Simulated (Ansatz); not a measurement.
## Sn (I4/mmm)

Method: DFT PBEsol, scalar-relativistic, plane waves, PAW (Ansatz 0.2.0).

Cutoff 420 eV; k points 18×18×18 on the computed 1-atom cell (Γ-centred); Gaussian smearing, width 0.10 eV; no spin polarisation.

The structure is relaxed at this level of theory with its symmetry kept. This form isn't the element's structure at ambient conditions.

Space group I4/mmm (No. 139). a = 3.235 Å, b = 3.235 Å, c = 5.068 Å, α = 90.00°, β = 90.00°, γ = 90.00°
```csv
atom,site,symmetry,x,y,z
Sn,2a,4/mmm,0.0000,0.0000,0.0000
```

Q: Formation energy from the elements' standard states (uncorrected)?

A: +0.029 eV/atom.

Q: Density of states at the Fermi level?

A: 0.53 states/eV per cell.

Q: Löwdin character within 0.5 eV of the Fermi level?

A: Sn 5p 81 %, Sn 5s 15 %.

Q: Bulk modulus?

A: 55 GPa.

Q: Its pressure derivative?

A: 4.7.

Q: Bader charges (e)?

A: Sn (1 in the cell) 0.00.